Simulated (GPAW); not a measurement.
# AlN (P6_3mc) in GPAW: further runs, part 2 of 2

GPAW 26.7.0. The steps go on from the part before.

## 5. Relaxation of cell and atoms, PBEsol+D3(BJ)+ATM

run.py

```python
from ase import Atoms
from ase.calculators.mixing import SumCalculator
from ase.filters import FrechetCellFilter
from ase.io import write
from ase.optimize import BFGS
from dftd3.ase import DFTD3
from gpaw import GPAW, PW, setup_paths

setup_paths.insert(0, '.')

atoms = Atoms(['Al', 'Al', 'N', 'N'],
              cell=[[3.113, 0.0, 0.0],
                    [-1.5565, 2.695937082, 0.0],
                    [0.0, 0.0, 4.981]],
              scaled_positions=[[0.6666666667, 0.3333333333, 0.5],
                                [0.3333333333, 0.6666666667, 0.0],
                                [0.6666666667, 0.3333333333, 0.88],
                                [0.3333333333, 0.6666666667, 0.38]],
              pbc=True)

calc = GPAW(mode=PW(800),
            xc='PBEsol',
            kpts={'size': (7, 7, 4), 'gamma': True},
            occupations={'name': 'fermi-dirac', 'width': 0.05},
            nbands=18,
            convergence={'density': 1e-05, 'forces': 0.0001},
            maxiter=150,
            txt='gpaw.txt')
atoms.calc = SumCalculator([calc, DFTD3(damping='d3bj', params_tweaks=dict(method='pbesol', atm=True))])
opt = BFGS(FrechetCellFilter(atoms), trajectory='relax.traj', logfile='-')
done = opt.run(fmax=0.02, steps=60)
calc.write('gs.gpw')
write('result.traj', atoms)
print('Converged:', done)
print('Cell:', atoms.cell.cellpar().round(4))
print('Volume:', round(atoms.get_volume(), 4))
print(atoms.get_scaled_positions().round(5))
```

Potentials or basis: PAW data sets generated in the run's folder for this functional, pw.

Run with:

```
> gpaw-setup -f PBEsol Al N
> OMP_NUM_THREADS=1 python run.py
```

gpaw.txt:

```text
__  _  _
 | _ |_)|_||  |
 |__||  | ||/\| - 26.7.0

Input parameters:
  mode=PW(ecut=800.0),
  convergence={'density': 1e-05, 'forces': 0.0001},
  kpts=MonkhorstPack(size=(7, 7, 4), gamma=True),
  maxiter=150,
  nbands=18,
  occupations=Occupations(name='fermi-dirac', width=0.05),
  xc=XC(name='PBEsol')

Diagonalizing LCAO Hamiltonian
Converting LCAO to pw mode

           N

           Al
        N

        Al

Atoms  # Å, Bohr magnetons
|   | symbol |         x |        y |        z |    initial magnetic moments |
|---|--------|-----------|----------|----------|-----------------------------|
| 0 |     Al |  1.556500 | 0.898646 | 2.490500 | ( 0.0000,  0.0000,  0.0000) |
| 1 |     Al | -0.000000 | 1.797291 | 0.000000 | ( 0.0000,  0.0000,  0.0000) |
| 2 |      N |  1.556500 | 0.898646 | 4.383280 | ( 0.0000,  0.0000,  0.0000) |
| 3 |      N | -0.000000 | 1.797291 | 1.892780 | ( 0.0000,  0.0000,  0.0000) |

Unit cell  # Å
| periodic |         x |        y |        z |  lengths |     angles |
|----------|-----------|----------|----------|----------|------------|
|      yes |  3.113000 | 0.000000 | 0.000000 | 3.113000 |  90.000000 |
|      yes | -1.556500 | 2.695937 | 0.000000 | 3.113000 |  90.000000 |
|      yes |  0.000000 | 0.000000 | 4.981000 | 4.981000 | 120.000000 |

Number of symmetries: 6
Symmetry operations  # r_c * U_cc + t_c -> r_c
|   | kind |            matrix            |
|---|------|------------------------------|
| 0 |  σ   |  1, 1, 0,  0,-1, 0,  0, 0, 1 |
| 1 |  E   |  1, 0, 0,  0, 1, 0,  0, 0, 1 |
| 2 |  C3  |  0, 1, 0, -1,-1, 0,  0, 0, 1 |
| 3 |  σ   |  0,-1, 0, -1, 0, 0,  0, 0, 1 |
| 4 |  σ   | -1, 0, 0,  1, 1, 0,  0, 0, 1 |
| 5 |  C3  | -1,-1, 0,  1, 0, 0,  0, 0, 1 |

BZ-sampling:
  Number of BZ points: 196
  Number of IBZ points: 28

  Monkhorst-Pack size: [7, 7, 4]
  Monkhorst-Pack shift: [0.0, 0.0, 0.125]

K-points  # in reciprocal-cell coordinates
|     |                                coordinates |     weight |
|-----|--------------------------------------------|------------|
|   0 | (  0.00000000,   0.00000000,   0.00000000) | 0.00510204 |
|   1 | (  0.00000000,   0.00000000,   0.25000000) | 0.01020408 |
|   2 | (  0.00000000,   0.00000000,   0.50000000) | 0.00510204 |
|   3 | (  0.14285714,   0.00000000,  -0.25000000) | 0.03061224 |
|   4 | (  0.14285714,   0.00000000,   0.00000000) | 0.03061224 |
|   5 | (  0.14285714,   0.00000000,   0.25000000) | 0.03061224 |
|   6 | (  0.14285714,   0.00000000,   0.50000000) | 0.03061224 |
|   7 | (  0.28571429,  -0.14285714,   0.00000000) | 0.03061224 |
|   8 | (  0.28571429,  -0.14285714,   0.25000000) | 0.06122449 |
|   9 | (  0.28571429,  -0.14285714,   0.50000000) | 0.03061224 |
| ... |                                            |            |
|  27 | (  0.42857143,   0.42857143,   0.50000000) | 0.03061224 |

Plane wave coefficients: 2177
Cutoff: 800.0 eV

Spin-components: 1 (collinear spins)
Bands:           18
Projectors:      20
Spin-degeneracy: 2
Datatype:        complex128
[... 313 lines left out ...]
density mixing:
  MSR1-Mixer
  Pratt-step length: 0.05
  Maximum mixing coefficient: 0.75
  Old densities: 10
  SVD Regularization: 0.005
  Good broyden scale: 1.0
  Trust region scale: 1.0
  Backstep threshold: 4.0
  History deletion threshold: 6.0
  Fourier metric: weight=20.0, sigma=0.015

occupation numbers:
  Fermi-Dirac:
    width: 0.0500  # eV

poisson solver:
  ecut: 6400.0  # eV

xc functional:
  name: PBEsol with 2 nearest neighbor stencil

convergence criteria:
- Maximum integral of absolute [dens]ity change: 1e-05 electrons / valence electron
- Maximum change in the atomic [forces] across last 2 cycles: 0.0001 eV/Ang OR
Maximum error relative to the maximum force is below inf
- Maximum [total energy] change in last 3 cyles: 0.0005 eV / valence electron
- Maximum integral of absolute [eigenst]ate change: 4e-08 eV^2 / valence electron
maximum number of iterations: 150

SCF iterations
|iter     | |      energy | eigst |  dens |force |
|---------|-|-------------|-------|-------|------|
|iter:   1| |  -31.251009 | -2.51 |       |      |
|iter:   2| |  -31.250717 | -5.22 | -2.36 |      |
|iter:   3| |  -31.249150c| -4.07 | -2.40 |      |
|iter:   4| |  -31.249134c| -5.53 | -3.16 |      |
|iter:   5| |  -31.249135c| -7.18 | -3.78 |      |
|iter:   6| |  -31.249136c| -8.05c| -4.03 |      |
|iter:   7| |  -31.249136c| -8.95c| -5.27c|      |
|iter:   8| |  -31.249136c| -9.62c| -5.72c|-3.74 |
|iter:   9| |  -31.249136c|-10.53c| -6.54c|-4.90c|

Converged in 9 steps
Energy contributions relative to reference atoms: (reference = -16132.195633)

Energy contributions:
  Kinetic:          35.631408
  Coulomb:         -31.118310
  Zero:              0.158669
  External:          0.000000
  Xc:              -35.920902
  Entropy:           0.000000
  Spinorbit:         0.000000
  ----------------------------
  Free energy:     -31.249136
  Extrapolated:    -31.249136

dipole moment: (-0.000000, -0.000001, 10.137583)  # |e|*Ang

Fermi level: 8.149
Eigenvalues  # (at kpt = [0.000, 0.000, 0.000])
| band index |      eig [eV] | occ [0-2] |
|------------|---------------|-----------|
|          0 |        -9.102 |     2.000 |
|          1 |        -6.909 |     2.000 |
|          2 |        -0.001 |     2.000 |
|          3 |         5.204 |     2.000 |
|          4 |         5.204 |     2.000 |
|          5 |         5.863 |     2.000 |
[... 8 lines left out ...]
|         14 |        19.121 |     0.000 |
|         15 |        19.121 |     0.000 |
|        ... |               |           |
|         17 |        20.702 |     0.000 |

Gap: 4.158 eV
Transition (v -> c):
  (s=0, k=0, n=7, [0.00, 0.00, 0.00]) -> (s=0, k=0, n=8, [0.00, 0.00, 0.00])
No difference between direct/indirect transitions
[... 632 lines left out ...]
density mixing:
  MSR1-Mixer
  Pratt-step length: 0.05
  Maximum mixing coefficient: 0.75
  Old densities: 10
  SVD Regularization: 0.005
  Good broyden scale: 1.0
  Trust region scale: 1.0
  Backstep threshold: 4.0
  History deletion threshold: 6.0
  Fourier metric: weight=20.0, sigma=0.015

occupation numbers:
  Fermi-Dirac:
    width: 0.0500  # eV

poisson solver:
  ecut: 6400.0  # eV

xc functional:
  name: PBEsol with 2 nearest neighbor stencil

convergence criteria:
- Maximum integral of absolute [dens]ity change: 1e-05 electrons / valence electron
- Maximum change in the atomic [forces] across last 2 cycles: 0.0001 eV/Ang OR
Maximum error relative to the maximum force is below inf
- Maximum [total energy] change in last 3 cyles: 0.0005 eV / valence electron
- Maximum integral of absolute [eigenst]ate change: 4e-08 eV^2 / valence electron
maximum number of iterations: 150

SCF iterations
|iter     | |      energy | eigst |  dens |force |
|---------|-|-------------|-------|-------|------|
|iter:   1| |  -31.243986 | -3.09 |       |      |
|iter:   2| |  -31.243872 | -5.82 | -2.56 |      |
|iter:   3| |  -31.243515c| -4.54 | -2.61 |      |
|iter:   4| |  -31.243523c| -6.27 | -3.32 |      |
|iter:   5| |  -31.243526c| -7.06 | -3.70 |      |
|iter:   6| |  -31.243527c| -8.02c| -4.22 |      |
|iter:   7| |  -31.243527c| -8.93c| -5.21c|      |
|iter:   8| |  -31.243527c| -9.33c| -5.68c|-3.96 |
|iter:   9| |  -31.243527c|-10.19c| -6.38c|-4.82c|

Converged in 9 steps
Energy contributions relative to reference atoms: (reference = -16132.195633)

Energy contributions:
  Kinetic:          37.249650
  Coulomb:         -32.388231
  Zero:              0.157802
  External:          0.000000
  Xc:              -36.262749
  Entropy:           0.000000
  Spinorbit:         0.000000
  ----------------------------
  Free energy:     -31.243527
  Extrapolated:    -31.243527

dipole moment: (-0.000000, -0.000001, 10.121126)  # |e|*Ang

Fermi level: 8.278
Eigenvalues  # (at kpt = [0.000, 0.000, 0.000])
| band index |      eig [eV] | occ [0-2] |
|------------|---------------|-----------|
|          0 |        -9.073 |     2.000 |
|          1 |        -6.857 |     2.000 |
|          2 |         0.047 |     2.000 |
|          3 |         5.268 |     2.000 |
|          4 |         5.268 |     2.000 |
|          5 |         5.929 |     2.000 |
[... 8 lines left out ...]
|         14 |        19.263 |     0.000 |
|         15 |        19.263 |     0.000 |
|        ... |               |           |
|         17 |        20.603 |     0.000 |

Gap: 4.207 eV
Transition (v -> c):
  (s=0, k=0, n=7, [0.00, 0.00, 0.00]) -> (s=0, k=0, n=8, [0.00, 0.00, 0.00])
No difference between direct/indirect transitions

Stress tensor  # eV/Ang^3
|         x |         y |         z |
|-----------|-----------|-----------|
| -0.019793 | -0.000000 |  0.000000 |
| -0.000000 | -0.019793 |  0.000000 |
|  0.000000 |  0.000000 | -0.017139 |

Forces  # eV/Ang
|        x |        y |        z |
|----------|----------|----------|
| -0.00000 | -0.00000 |  0.01182 |  # Al   0
|  0.00000 |  0.00000 |  0.01182 |  # Al   1
|  0.00000 |  0.00000 | -0.01158 |  # N    2
| -0.00000 |  0.00000 | -0.01155 |  # N    3

# Writing to gs.gpw (mode='')
```

Run time: 64 s. Hardware: 1 thread of Intel Xeon 6975P-C (Granite Rapids), shared host; peak memory 0.21 GiB.

What came out:

- Free energy: -32.0836 eV
- Relaxed volume: 10.35 Å³/atom
- Relaxed cell: a = 3.103 Å, b = 3.103 Å, c = 4.967 Å, α = 90.00°, β = 90.00°, γ = 120.00°
- Space group after relaxing (to 0.05 Å): P6_3mc (No. 186)
- Energy gained by relaxing: 0.5 meV/atom
- Ionic steps: 5
- Pressure after relaxing: 0.0 GPa
- Largest force after relaxing: 0.012 eV/Å
- Band gap on the k mesh: 4.21 eV, direct
- Dispersion energy per atom: -0.210 eV

Forces on the atoms (eV/Å):
```
Al   0.000  0.000  0.012
Al   0.000  0.000  0.012
N    0.000  0.000 -0.011
N    0.000  0.000 -0.011
```

Step by step:
```
step  energy change (eV)  largest force (eV/Å)  pressure (GPa)  volume (Å³)
   1              0.0000                0.1345           -1.88        41.80
   2             -0.0013                0.0792           -1.63        41.75
   3             -0.0022                0.0310           -0.85        41.59
   4             -0.0022                0.0337           -0.61        41.54
   5             -0.0019                0.0115            0.00        41.42
```

Final structure:
```yaml
crystal:
  lattice:
    - [3.10298, 0.00000, 0.00000]
    - [-1.55149, 2.68726, 0.00000]
    - [0.00000, 0.00000, 4.96678]
  atoms:
    - { symbol: Al, position: [0.66667, 0.33333, 0.49890] }
    - { symbol: Al, position: [0.33333, 0.66667, 0.99890] }
    - { symbol: N, position: [0.66667, 0.33333, 0.88110] }
    - { symbol: N, position: [0.33333, 0.66667, 0.38110] }
```

Caveat: later steps reuse the first step's grids. PBEsol gaps usually lie below the measured ones, often by a third to a half.

## 6. Relaxation of cell and atoms, PBEsol+D4

Changes to run.py since step 5:

```diff
@@ -5,3 +5,3 @@
 from ase.optimize import BFGS
-from dftd3.ase import DFTD3
+from dftd4.ase import DFTD4
 from gpaw import GPAW, PW, setup_paths
@@ -28,3 +28,3 @@
             txt='gpaw.txt')
-atoms.calc = SumCalculator([calc, DFTD3(damping='d3bj', params_tweaks=dict(method='pbesol', atm=True))])
+atoms.calc = SumCalculator([calc, DFTD4(method='pbesol')])
 opt = BFGS(FrechetCellFilter(atoms), trajectory='relax.traj', logfile='-')
```

Potentials or basis: PAW data sets generated in the run's folder for this functional, pw.

Run with:

```
> gpaw-setup -f PBEsol Al N
> OMP_NUM_THREADS=1 python run.py
```

It took 1.7 min on 1 thread of Intel Xeon 6975P-C (Granite Rapids), shared host; peak memory 0.31 GiB.

Results (log left out):

```
Free energy                            : -31.9461 eV
Relaxed volume                         : 10.37 Å³/atom
Relaxed cell                           : a = 3.105 Å, b = 3.105 Å, c = 4.970 Å, α = 90.00°, β = 90.00°, γ = 120.00°
Space group after relaxing (to 0.05 Å) : P6_3mc (No. 186)
Energy gained by relaxing              : 0.4 meV/atom
Ionic steps                            : 5
Pressure after relaxing                : 0.0 GPa
Largest force after relaxing           : 0.011 eV/Å
Band gap on the k mesh                 : 4.19 eV, direct
Dispersion energy per atom             : -0.175 eV
```

Forces on the atoms (eV/Å):
```
Al   0.000  0.000  0.011
Al   0.000  0.000  0.011
N    0.000  0.000 -0.011
N    0.000  0.000 -0.011
```

Stress tensor (GPa, compression positive):
```
 0.11  0.00  0.00
 0.00  0.11  0.00
 0.00  0.00 -0.29
```

The path:
```tsv
step	energy change (eV)	largest force (eV/Å)	pressure (GPa)	volume (Å³)
1	0.0000	0.1342	-1.50	41.80
2	-0.0011	0.0790	-1.31	41.76
3	-0.0018	0.0207	-0.75	41.64
4	-0.0018	0.0247	-0.56	41.60
5	-0.0015	0.0109	-0.02	41.49
```

Final structure:
```yaml
crystal:
  lattice:
    - [3.10489, 0.00000, 0.00000]
    - [-1.55245, 2.68891, 0.00000]
    - [0.00000, 0.00000, 4.97009]
  atoms:
    - { symbol: Al, position: [0.66667, 0.33333, 0.49892] }
    - { symbol: Al, position: [0.33333, 0.66667, 0.99892] }
    - { symbol: N, position: [0.66667, 0.33333, 0.88109] }
    - { symbol: N, position: [0.33333, 0.66667, 0.38109] }
```

Levels at points of the mesh, in eV from the valence-band top:
```csv
k point,band 5,band 6,band 7,band 8,band 9,band 10,band 11,band 12
"(0.00, 0.00, 0.00)",-0.89,-0.23,-0.23,0.00,4.19,6.62,10.56,11.06
"(0.00, 0.00, 0.50)",-0.57,-0.57,-0.57,-0.57,6.44,6.44,10.26,10.26
```

Caveat: later steps reuse the first step's grids.

## 7. The runs side by side

| level | gap on the mesh (eV) | pressure (GPa) | relaxed volume (Å³/atom) | largest force (eV/Å) |
| --- | --- | --- | --- | --- |
| PBEsol | 4.08 | 0.0 | 10.50 | 0.01 |
| PBEsol+D3 | 4.18 | 0.0 | 10.39 | 0.01 |
| PBEsol+D3(BJ) | 4.23 | 0.0 | 10.33 | 0.01 |
| PBEsol+D3(BJ)+ATM | 4.21 | 0.0 | 10.35 | 0.01 |
| PBEsol+D4 | 4.19 | 0.0 | 10.37 | 0.01 |

Alike in all rows: task relaxation of cell and atoms; potentials or basis PAW data sets generated in the run's folder for this functional, pw; no spin polarisation; cell relaxed; k mesh 7 × 7 × 4; cutoff (eV) 800; smearing fermi-dirac 0.05 eV.

Caveats: later steps reuse the first step's grids.

Absolute energies hang on the potentials; compare differences alone.
